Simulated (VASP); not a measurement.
# AlN (P6_3mc) in VASP: notebook

The runs below take AlN through relaxation of shape and atoms at fixed volume, with PBE.

Program: VASP 6.6.1. These are calculated values, not measurements. Logs are shortened: lines on timing, memory, paths and dates and some standing lists are left out, and cuts for length are marked.

### Step 1. The undisturbed crystal

Symmetry: P6_3mc, No. 186, hexagonal system. The conventional cell has a = 3.113 Å, b = 3.113 Å, c = 4.981 Å, α = 90.00°, β = 90.00°, γ = 120.00°. Around Al (site symmetry 3m) lie 4 N at 1.89 Å. N (site symmetry 3m) is surrounded by 4 Al at 1.89 Å.

### Step 2. Relaxation of shape and atoms at fixed volume, PBE (a relaxed cell with its volume scaled by 0.94)

File INCAR:

```
SYSTEM = AlN
PREC = Accurate
ENCUT = 520
EDIFF = 1E-7
ISMEAR = 0
SIGMA = 0.02
LREAL = .FALSE.
LASPH = .TRUE.
NELM = 100
ALGO = Fast
ISIF = 4
LWAVE = .FALSE.
LCHARG = .FALSE.
GGA = PE
IBRION = 2
NSW = 80
EDIFFG = -0.002
```

File KPOINTS:

```
regular mesh
0
G
  6 6 2
  0 0 0
```

File POSCAR:

```
AlN                                     
1.0
    3.0645192524      0.0000000000      0.0000000000
   -1.5322596262      2.6539515209      0.0000000000
    0.0000000000      0.0000000000      4.9139083529
  Al              N             
     2     2
Direct
     0.3333333300000021    0.6666666699999979    0.9992493515525211
     0.6666666699999979    0.3333333300000021    0.4992493515525211
     0.3333333300000021    0.6666666699999979    0.3807506484474814
     0.6666666699999979    0.3333333300000021    0.8807506484474814
```

Potentials or basis: VASP PAW PBE potentials, release 64 (Al, N).

On the command line:

```sh
$ cat potpaw_PBE.64/Al/POTCAR potpaw_PBE.64/N/POTCAR > POTCAR
$ mpirun -np 1 vasp_std > vasp.out
```

OUTCAR:

```text
SYSTEM = AlN
   PREC = Accurate
   ENCUT = 520
   EDIFF = 1E-7
   ISMEAR = 0
   LREAL = .FALSE.
   LASPH = .TRUE.
   NELM = 100
   ISIF = 4
   GGA = PE
   IBRION = 2
   NSW = 80
   EDIFFG = -0.002

 ion  position               nearest neighbor table
   1  0.333  0.667  0.999-   4 1.86   4 1.86   4 1.86   3 1.87   2 3.03   2 3.03   2 3.03   2 3.03
                             2 3.03   2 3.03
   2  0.667  0.333  0.499-   3 1.86   3 1.86   3 1.86   4 1.87   1 3.03   1 3.03   1 3.03   1 3.03
                             1 3.03   1 3.03
   3  0.333  0.667  0.381-   2 1.86   2 1.86   2 1.86   1 1.87
   4  0.667  0.333  0.881-   1 1.86   1 1.86   1 1.86   2 1.87

  LATTYP: Found a hexagonal cell.
 ALAT       =     3.0645192524
 C/A-ratio  =     1.6034842493

  Lattice vectors:

 A1 = (   3.0645192524,   0.0000000000,   0.0000000000)
 A2 = (  -1.5322596262,   2.6539515209,   0.0000000000)
 A3 = (   0.0000000000,   0.0000000000,   4.9139083529)

Analysis of symmetry for initial positions (statically):
=====================================================================
 Subroutine PRICEL returns:
 Original cell was already a primitive cell.

 Routine SETGRP: Setting up the symmetry group for a
 hexagonal supercell.

 Subroutine GETGRP returns: Found 12 space group operations
 (whereof  6 operations were pure point group operations)
 out of a pool of 24 trial point group operations.

The static configuration has the point symmetry C_3v.
 The point group associated with its full space group is C_6v.

Analysis of symmetry for dynamics (positions and initial velocities):
=====================================================================
 Subroutine PRICEL returns:
 Original cell was already a primitive cell.

 Routine SETGRP: Setting up the symmetry group for a
 hexagonal supercell.

 Subroutine GETGRP returns: Found 12 space group operations
 (whereof  6 operations were pure point group operations)
 out of a pool of 24 trial point group operations.

The dynamic configuration has the point symmetry C_3v.
 The point group associated with its full space group is C_6v.

 Subroutine INISYM returns: Found 12 space group operations
 (whereof  6 operations are pure point group operations),
 and found     1 'primitive' translations

----------------------------------------------------------------------------------------

                                     Primitive cell

  volume of cell :      39.9652

  direct lattice vectors                    reciprocal lattice vectors
     3.064519252  0.000000000  0.000000000     0.326315457  0.188398317  0.000000000
    -1.532259626  2.653951521  0.000000000     0.000000000  0.376796634  0.000000000
     0.000000000  0.000000000  4.913908353     0.000000000  0.000000000  0.203503999

  length of vectors
     3.064519252  3.064519251  4.913908353     0.376796634  0.376796634  0.203503999

  position of ions in fractional coordinates (direct lattice)
     0.333333330  0.666666670  0.999249352
     0.666666670  0.333333330  0.499249352
     0.333333330  0.666666670  0.380750648
     0.666666670  0.333333330  0.880750648

  ion indices of the primitive-cell ions
   primitive index   ion index
                 1           1
                 2           2
                 3           3
                 4           4

----------------------------------------------------------------------------------------

 KPOINTS: regular mesh

Automatic generation of k-mesh.
 Grid dimensions read from file:
 generate k-points for:    6    6    2

 Generating k-lattice:

  Cartesian coordinates                     Fractional coordinates (reciprocal lattice)
     0.054385909  0.031399720  0.000000000     0.166666667  0.000000000  0.000000000
     0.000000000  0.062799439  0.000000000     0.000000000  0.166666667  0.000000000
     0.000000000  0.000000000  0.101751999     0.000000000  0.000000000  0.500000000

  Length of vectors
     0.062799439  0.062799439  0.101751999

  Shift w.r.t. Gamma in fractional coordinates (k-lattice)
     0.000000000  0.000000000  0.000000000

 Subroutine IBZKPT returns following result:
 ===========================================

 Found     14 irreducible k-points:

 Following reciprocal coordinates:
            Coordinates               Weight
  0.000000  0.000000  0.000000      1.000000
  0.166667 -0.000000  0.000000      6.000000
  0.333333 -0.000000  0.000000      6.000000
  0.500000 -0.000000  0.000000      3.000000
  0.166667  0.166667  0.000000      6.000000
  0.333333  0.166667  0.000000     12.000000
  0.333333  0.333333  0.000000      2.000000
  0.000000  0.000000  0.500000      1.000000
  0.166667 -0.000000  0.500000      6.000000
  0.333333 -0.000000  0.500000      6.000000
  0.500000 -0.000000  0.500000      3.000000
  0.166667  0.166667  0.500000      6.000000
  0.333333  0.166667  0.500000     12.000000
  0.333333  0.333333  0.500000      2.000000
   k-points           NKPTS =     14   k-points in BZ     NKDIM =     14   number of bands    NBANDS=     12
   number of dos      NEDOS =    301   number of ions     NIONS =      4
   total plane-waves  NPLWV =  23040
   dimension x,y,z NGX =    24 NGY =   24 NGZ =   40
   dimension x,y,z NGXF=    48 NGYF=   48 NGZF=   80
   ions per type =               2   2
   NGX,Y,Z   is equivalent  to a cutoff of  13.02, 13.02, 13.53 a.u.
   NGXF,Y,Z  is equivalent  to a cutoff of  26.04, 26.04, 27.07 a.u.
 SYSTEM =  AlN
   PREC   = accura    normal or accurate (medium, high low for compatibility)
   ISTART =      0    job   : 0-new  1-cont  2-samecut
   ICHARG =      2    charge: 1-file 2-atom 10-const
   ISPIN  =      1    spin polarized calculation?
   LNONCOLLINEAR =      F non collinear calculations
   LSORBIT =      F    spin-orbit coupling
   LASPH  =      T    aspherical Exc in radial PAW
   ENCUT  =  520.0 eV  38.22 Ry    6.18 a.u.   5.70  5.70  9.14*2*pi/ulx,y,z
   NELM   =    100;   NELMIN=  2; NELMDL= -5     # of ELM steps
   EDIFF  = 0.1E-06   stopping-criterion for ELM
   LREAL  =      F    real-space projection
   EDIFFG = -.2E-02   stopping-criterion for IOM
   NSW    =     80    number of steps for IOM
   IBRION =      2    ionic relax: 0-MD 1-quasi-New 2-CG
   NFREE  =      1    steps in history (QN), initial steepest desc. (CG)
   ISIF   =      4    stress and relaxation
   ISYM   =      2    0-nonsym 1-usesym 2-fastsym
   POTIM  = 0.5000    time-step for ionic-motion
   TEBEG  =    0.0;   TEEND  =   0.0 temperature during run
   PSTRESS=    0.0 pullay stress
   NELECT =      16.0000    total number of electrons
   NUPDOWN=      -1.0000    fix difference up-down
   EMIN   =  10.00;   EMAX   =-10.00  energy-range for DOS
   EFERMI =   0.00;   METHOD = LEGACY
   ISMEAR =     0;   SIGMA  =   0.02  broadening in eV -4-tet -1-fermi 0-gaus
   EFERMI_NEDOS =   21; number of points for ismear=-14 and -15
   IALGO  =     68    algorithm
   IMIX   =      4    mixing-type and parameters
     AMIX     =   0.40;   BMIX     =  1.00
     AMIX_MAG =   1.60;   BMIX_MAG =  1.00
  volume/ion in A,a.u.               =       9.99        67.42
  Fermi-wavevector in a.u.,A,eV,Ry     =   1.206574  2.280095 19.807651  1.455821
  Thomas-Fermi vector in A             =   2.342237
   LORBIT       =      0    0 simple, 1 ext, 2 COOP (PROOUT), +10 PAW based schemes
   GGA     = PE    functional components
   LHFCALC =     F    Hartree Fock is set to
   AEXX    =    0.0000 exact exchange contribution
   IVDW    =     0    specifies the selected vdW correction
   LEPSILON=     F    determine dielectric tensor
   LRPA    =     F    only Hartree local field effects (RPA)
 conjugate gradient relaxation of ions
 non-spin polarized calculation
 RMM-DIIS sequential band-by-band and
 Gauss-broadening in eV      SIGMA  =   0.02
  energy-cutoff  :      520.00
  volume of cell :       39.97
 maximum number of plane-waves:      1087
 NGX is ok and might be reduce to    24
   NGX = 11   NGY = 11   NGZ = 19

--------------------------------------- Ionic step        1  -------------------------------------------

 number of electron      15.9999996 magnetization

 Free energy of the ion-electron system (eV)
  ---------------------------------------------------
  ext. energy  EPLUGINS =         0.00000000
  ---------------------------------------------------
  free energy    TOTEN  =       -29.67454489 eV

  energy without entropy =      -29.67454489  energy(sigma->0) =      -29.67454489

------------------------ aborting loop because EDIFF is reached ----------------------------------------

  FORCE on cell =-STRESS in cart. coord.  units (eV):
  Direction    XX          YY          ZZ          XY          YZ          ZX
  --------------------------------------------------------------------------------------
  -------------------------------------------------------------------------------------
  Total        3.4739076      3.4739076      3.2424018      0.0000000      0.0000000      0.0000000
  in kB      139.2664348    139.2664346    129.9855323      0.0000000      0.0000000      0.0000000
  external PRESSURE =     136.1728006 kB  Pullay stress =       0.0000000 kB

 VOLUME and BASIS-vectors are now :
 -----------------------------------------------------------------------------
  energy-cutoff  :      520.00
  volume of cell :       39.97
      direct lattice vectors                 reciprocal lattice vectors
     3.064519252  0.000000000  0.000000000     0.326315457  0.188398317  0.000000000
    -1.532259626  2.653951521  0.000000000     0.000000000  0.376796634  0.000000000
     0.000000000  0.000000000  4.913908353     0.000000000  0.000000000  0.203503999
[... 115 lines left out ...]
 POSITION                                       TOTAL-FORCE (eV/Angst)
 -----------------------------------------------------------------------------------
     -0.00000      1.77218      4.88965         0.000000      0.000000      0.034062
      1.53475      0.88609      2.44067        -0.000000     -0.000000      0.034062
     -0.00000      1.77218      1.86953         0.000000      0.000000     -0.034062
      1.53475      0.88609      4.31851        -0.000000      0.000000     -0.034062
 -----------------------------------------------------------------------------------
    total drift:                               -0.000008      0.000005      0.000254

  FREE ENERGIE OF THE ION-ELECTRON SYSTEM (eV)
  ---------------------------------------------------
  free  energy   TOTEN  =       -29.6749807029 eV

  energy  without entropy=      -29.6749807029  energy(sigma->0) =      -29.67498070

--------------------------------------- Ionic step        5  -------------------------------------------

 number of electron      15.9999997 magnetization

 Free energy of the ion-electron system (eV)
  ---------------------------------------------------
  ext. energy  EPLUGINS =         0.00000000
  ---------------------------------------------------
  free energy    TOTEN  =       -29.67505944 eV

  energy without entropy =      -29.67505944  energy(sigma->0) =      -29.67505944

 E-fermi :   6.7597     XC(G=0): -11.1039

 val. band max:        6.6172737493   @ k =   0.0000   0.0000   0.0000
 cond. band min:      11.1928772898   @ k =   0.0000   0.0000   0.0000
 fundamental gap:      4.5756035404
 Fermi energy:         6.7596900011

 k-point     1 :       0.0000    0.0000    0.0000
  band No.  band energies     occupation
      1      -8.8721      2.00000
      2      -6.5718      2.00000
      3       0.4058      2.00000
      4       5.6805      2.00000
      5       5.6805      2.00000
      6       6.3501      2.00000
      7       6.3501      2.00000
      8       6.6173      2.00000
      9      11.1929      0.00000
     10      13.6095      0.00000
     11      17.5938      0.00000
     12      18.0271      0.00000

 k-point     2 :       0.1667   -0.0000    0.0000
  band No.  band energies     occupation
      1      -8.5077      2.00000
      2      -6.3743      2.00000
      3       0.8353      2.00000
      4       4.2338      2.00000
      5       5.0660      2.00000
      6       5.2752      2.00000
      7       6.2764      2.00000
      8       6.4372      2.00000
      9      12.4424      0.00000
     10      14.6496      0.00000
     11      16.0041      0.00000
     12      16.6674      0.00000
[... 200 lines left out ...]
 POSITION                                       TOTAL-FORCE (eV/Angst)
 -----------------------------------------------------------------------------------
     -0.00000      1.77203      4.89176        -0.000000      0.000000      0.000770
      1.53463      0.88602      2.44238        -0.000000     -0.000000      0.000770
     -0.00000      1.77203      1.86853        -0.000000      0.000000     -0.000770
      1.53463      0.88602      4.31791         0.000000     -0.000000     -0.000770
 -----------------------------------------------------------------------------------
    total drift:                               -0.000008      0.000005     -0.000021

  FREE ENERGIE OF THE ION-ELECTRON SYSTEM (eV)
  ---------------------------------------------------
  free  energy   TOTEN  =       -29.6750594441 eV

  energy  without entropy=      -29.6750594441  energy(sigma->0) =      -29.67505944

 reached required accuracy - stopping structural energy minimisation
```

Wall time 26 s (1 thread of Intel Xeon Platinum 8259CL at 2.50GHz (Skylake/Cascade Lake), shared host); peak memory 0.15 GiB.

What came out:

```yaml
Free_energy: -29.6751 eV
Energy_gained_by_relaxing: 0.1 meV/atom
Ionic_steps: 5
Pressure_after_relaxing: 13.5 GPa
Band_gap_on_the_k_mesh: 4.58 eV, direct
```

The path:
```csv
step,energy change (eV),largest force (eV/Å),pressure (GPa),volume (Å³)
1,0.0000,0.0256,13.62,39.97
2,-0.0004,0.0318,13.57,39.97
3,-0.0004,0.0354,13.55,39.97
4,-0.0004,0.0341,13.52,39.97
5,-0.0005,0.0008,13.53,39.97
```

Final structure:
```yaml
crystal:
  lattice:
    - [3.06925, 0.00000, 0.00000]
    - [-1.53463, 2.65805, 0.00000]
    - [0.00000, 0.00000, 4.89876]
  atoms:
    - { symbol: Al, position: [0.33333, 0.66667, 0.99857] }
    - { symbol: Al, position: [0.66667, 0.33333, 0.49857] }
    - { symbol: N, position: [0.33333, 0.66667, 0.38143] }
    - { symbol: N, position: [0.66667, 0.33333, 0.88143] }
```

Levels at points of the mesh, in eV from the valence-band top:
```tsv
k point	band 6	band 7	band 8	band 9	band 10	band 11
(0.00, 0.00, 0.00)	-0.27	-0.27	0.00	4.58	6.99	10.98
(0.50, 0.00, 0.00)	-2.20	-1.86	-0.74	5.90	5.93	8.54
(0.00, 0.00, 0.50)	-0.61	-0.61	-0.61	6.82	6.82	10.67
(0.50, 0.00, 0.50)	-1.55	-1.42	-1.42	5.44	5.44	9.50
```

Caveat: the k mesh is coarse (spacing up to 0.64 Å⁻¹), so the values aren't converged.

[end of part 1 of 2]
